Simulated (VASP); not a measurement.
# SnO2 (Cassiterite) (P4_2/mnm) in VASP: further runs, part 2 of 2

VASP 6.6.1.

**4. Single point, LDA**

INCAR reads:

```
PREC     = Accurate       # precision mode
ENCUT    = 200            # plane-wave cutoff, eV
EDIFF    = 1E-7           # SCF threshold, eV
ISMEAR   = 0              # smearing method
SIGMA    = 0.05           # smearing width, eV
LREAL    = F              # projectors in reciprocal space
LASPH    = T              # aspherical terms in the spheres
NELM     = 100            # most SCF steps
ALGO     = Normal         # electronic algorithm
ISIF     = 2              # what is computed and relaxed
LWAVE    = F              # write WAVECAR
LCHARG   = F              # write CHGCAR
GGA      = CA             # functional
ADDGRID  = F
```

KPOINTS reads:

```
Automatic mesh
0
Gamma
  4 4 6
```

POSCAR reads:

```
SnO2
1.0
    4.7380000000      0.0000000000      0.0000000000
    0.0000000000      4.7380000000      0.0000000000
    0.0000000000      0.0000000000      3.1865000000
Sn O
2 4
Direct
    0.5000000000      0.5000000000      0.5000000000
    0.0000000000      0.0000000000      0.0000000000
    0.8071000000      0.1929000000      0.5000000000
    0.6929000000      0.6929000000      0.0000000000
    0.1929000000      0.8071000000      0.5000000000
    0.3071000000      0.3071000000      0.0000000000
```

Potentials or basis: VASP PAW LDA potentials, release 64 (Sn_d, O).

Launch:

```bash
$ cat potpaw_LDA.64/Sn_d/POTCAR potpaw_LDA.64/O/POTCAR > POTCAR
$ mpirun -np 1 vasp_std > vasp.out
```

OUTCAR:

```text
PREC = Accurate
   ENCUT = 200
   EDIFF = 1E-7
   ISMEAR = 0
   LREAL = F
   LASPH = T
   NELM = 100
   ISIF = 2
   GGA = CA

 Found     24 irreducible k-points:

 Following reciprocal coordinates:
            Coordinates               Weight
  0.000000  0.000000  0.000000      1.000000
  0.250000  0.000000  0.000000      4.000000
  0.500000  0.000000  0.000000      2.000000
  0.250000  0.250000  0.000000      4.000000
  0.500000  0.250000  0.000000      4.000000
  0.500000  0.500000  0.000000      1.000000
   k-points           NKPTS =     24   k-points in BZ     NKDIM =     24   number of bands    NBANDS=     31
   number of dos      NEDOS =    301   number of ions     NIONS =      6
   total plane-waves  NPLWV =   9216
   dimension x,y,z NGX =    24 NGY =   24 NGZ =   16
   dimension x,y,z NGXF=    48 NGYF=   48 NGZF=   32
   ions per type =               2   4
   NGX,Y,Z   is equivalent  to a cutoff of   8.42,  8.42,  8.35 a.u.
   NGXF,Y,Z  is equivalent  to a cutoff of  16.84, 16.84, 16.70 a.u.
 SYSTEM =  unknown system
   PREC   = accura    normal or accurate (medium, high low for compatibility)
   ISTART =      0    job   : 0-new  1-cont  2-samecut
   ICHARG =      2    charge: 1-file 2-atom 10-const
   ISPIN  =      1    spin polarized calculation?
   LNONCOLLINEAR =      F non collinear calculations
   LSORBIT =      F    spin-orbit coupling
   LASPH  =      T    aspherical Exc in radial PAW
   ENCUT  =  200.0 eV  14.70 Ry    3.83 a.u.   5.46  5.46  3.67*2*pi/ulx,y,z
   NELM   =    100;   NELMIN=  2; NELMDL= -5     # of ELM steps
   EDIFF  = 0.1E-06   stopping-criterion for ELM
   LREAL  =      F    real-space projection
   EDIFFG = 0.1E-05   stopping-criterion for IOM
   NSW    =      0    number of steps for IOM
   IBRION =     -1    ionic relax: 0-MD 1-quasi-New 2-CG
   NFREE  =      0    steps in history (QN), initial steepest desc. (CG)
   ISIF   =      2    stress and relaxation
   ISYM   =      2    0-nonsym 1-usesym 2-fastsym
   POTIM  = 0.5000    time-step for ionic-motion
   TEBEG  =    0.0;   TEEND  =   0.0 temperature during run
   PSTRESS=    0.0 pullay stress
   NELECT =      52.0000    total number of electrons
   NUPDOWN=      -1.0000    fix difference up-down
   EMIN   =  10.00;   EMAX   =-10.00  energy-range for DOS
   EFERMI =   0.00;   METHOD = LEGACY
   ISMEAR =     0;   SIGMA  =   0.05  broadening in eV -4-tet -1-fermi 0-gaus
   EFERMI_NEDOS =   21; number of points for ismear=-14 and -15
   IALGO  =     38    algorithm
   IMIX   =      4    mixing-type and parameters
     AMIX     =   0.40;   BMIX     =  1.00
     AMIX_MAG =   1.60;   BMIX_MAG =  1.00
  volume/ion in A,a.u.               =      11.92        80.45
  Fermi-wavevector in a.u.,A,eV,Ry     =   1.472000  2.781677 29.480903  2.166785
  Thomas-Fermi vector in A             =   2.587068
   LORBIT       =      0    0 simple, 1 ext, 2 COOP (PROOUT), +10 PAW based schemes
   GGA     = CA    functional components
   LHFCALC =     F    Hartree Fock is set to
   AEXX    =    0.0000 exact exchange contribution
   IVDW    =     0    specifies the selected vdW correction
   LEPSILON=     F    determine dielectric tensor
   LRPA    =     F    only Hartree local field effects (RPA)
 non-spin polarized calculation
 Gauss-broadening in eV      SIGMA  =   0.05
  energy-cutoff  :      200.00
  volume of cell :       71.53
 maximum number of plane-waves:       471
 NGX is ok and might be reduce to    24
   NGX = 11   NGY = 11   NGZ =  7

 number of electron      52.0000037 magnetization

 Free energy of the ion-electron system (eV)
  ---------------------------------------------------
  ext. energy  EPLUGINS =         0.00000000
  ---------------------------------------------------
  free energy    TOTEN  =       -43.61305940 eV

  energy without entropy =      -43.61305940  energy(sigma->0) =      -43.61305940

 E-fermi :   5.7457     XC(G=0): -11.8305

 val. band max:        5.4386595483   @ k =   0.2500   0.2500   0.0000
 cond. band min:       6.4604958112   @ k =   0.0000   0.0000   0.0000
 fundamental gap:      1.0218362628
 Fermi energy:         5.7456851395

 k-point     1 :       0.0000    0.0000    0.0000
  band No.  band energies     occupation
      1     -15.4558      2.00000
      2     -14.6355      2.00000
      3     -14.1284      2.00000
      4     -14.1284      2.00000
      5     -14.1266      2.00000
      6     -14.1180      2.00000
[... 23 lines left out ...]
     30      11.9932      0.00000
     31      16.1099      0.00000

 k-point     2 :       0.2500    0.0000    0.0000
  band No.  band energies     occupation
      1     -15.3585      2.00000
      2     -14.7332      2.00000
      3     -14.2126      2.00000
      4     -14.1319      2.00000
      5     -14.1240      2.00000
      6     -14.1218      2.00000
[... 23 lines left out ...]
     30      12.4321      0.00000
     31      16.9184      0.00000

 k-point     3 :       0.5000    0.0000    0.0000
  band No.  band energies     occupation
      1     -15.0691      2.00000
      2     -15.0691      2.00000
      3     -14.1563      2.00000
      4     -14.1563      2.00000
      5     -14.1090      2.00000
      6     -14.1090      2.00000
[... 23 lines left out ...]
     30      12.7435      0.00000
     31      16.9943      0.00000

 k-point     4 :       0.2500    0.2500    0.0000
  band No.  band energies     occupation
      1     -15.3183      2.00000
      2     -14.8828      2.00000
      3     -14.1978      2.00000
      4     -14.1251      2.00000
      5     -14.1112      2.00000
      6     -14.1045      2.00000
[... 23 lines left out ...]
     30      12.7255      0.00000
     31      16.6689      0.00000

 k-point     5 :       0.5000    0.2500    0.0000
  band No.  band energies     occupation
      1     -15.1462      2.00000
      2     -15.1462      2.00000
      3     -14.1320      2.00000
      4     -14.1320      2.00000
      5     -14.1267      2.00000
      6     -14.1267      2.00000
[... 23 lines left out ...]
     30      13.0179      0.00000
     31      16.9441      0.00000

 k-point     6 :       0.5000    0.5000    0.0000
  band No.  band energies     occupation
      1     -15.2167      2.00000
      2     -15.2167      2.00000
      3     -14.1382      2.00000
      4     -14.1382      2.00000
      5     -14.1054      2.00000
      6     -14.1054      2.00000
[... 23 lines left out ...]
     30      13.2321      0.00000
     31      17.0411      0.00000

 [... further k-points ...]
[... 5 lines left out ...]
  --------------------------------------------------------------------------------------
  -------------------------------------------------------------------------------------
  Total      -85.8933169    -85.8933169    -81.4153182     -0.0000000      0.0000000      0.0000000
  in kB    -1923.8265799  -1923.8265799  -1823.5289876     -0.0000000      0.0000000      0.0000000
  external PRESSURE =   -1890.3940491 kB  Pullay stress =       0.0000000 kB

 VOLUME and BASIS-vectors are now :
 -----------------------------------------------------------------------------
  energy-cutoff  :      200.00
  volume of cell :       71.53
      direct lattice vectors                 reciprocal lattice vectors
     4.738000000  0.000000000  0.000000000     0.211059519  0.000000000  0.000000000
     0.000000000  4.738000000  0.000000000     0.000000000  0.211059519  0.000000000
     0.000000000  0.000000000  3.186500000     0.000000000  0.000000000  0.313823945

 POSITION                                       TOTAL-FORCE (eV/Angst)
 -----------------------------------------------------------------------------------
      2.36900      2.36900      1.59325         0.000000     -0.000000      0.000000
      0.00000      0.00000      0.00000         0.000000     -0.000000      0.000000
      3.82404      0.91396      1.59325        -0.095971      0.095971      0.000000
      3.28296      3.28296      0.00000         0.095971      0.095971      0.000000
      0.91396      3.82404      1.59325         0.095971     -0.095971      0.000000
      1.45504      1.45504      0.00000        -0.095971     -0.095971     -0.000000
 -----------------------------------------------------------------------------------
    total drift:                                0.000000     -0.000000     -0.000000

  FREE ENERGIE OF THE ION-ELECTRON SYSTEM (eV)
  ---------------------------------------------------
  free  energy   TOTEN  =       -43.6130593959 eV

  energy  without entropy=      -43.6130593959  energy(sigma->0) =      -43.61305940
```

Wall time 5.2 s (1 thread of Intel Xeon 6975P-C (Granite Rapids), shared host); peak memory 0.12 GiB.

The run converged, but a check on its numbers failed (symmetry, net force, bounds or a known fault of this set-up), so they aren't taken as properties of the crystal.

Caveat: the cutoff lies under the usual one of these potentials, so the numbers hold a large basis-set error; a pressure of tens of GPa on the cell as given is suspect, and the run, the potentials or the cell itself is likely at fault; spin-orbit coupling is left out, which moves the levels of the heavy elements.

**5. The reference run**

An earlier run on the cell as given: functional PBEsol; potentials or basis VASP PAW PBE potentials, release 64 (Sn_d, O); cutoff 520 eV; k mesh 6 × 6 × 8; occupations fermi-dirac, width 0.05 eV; no spin polarisation.

* Pressure: 5.4 GPa
* Largest force: 0.229 eV/Å
* Band gap on the k mesh: 1.18 eV, direct
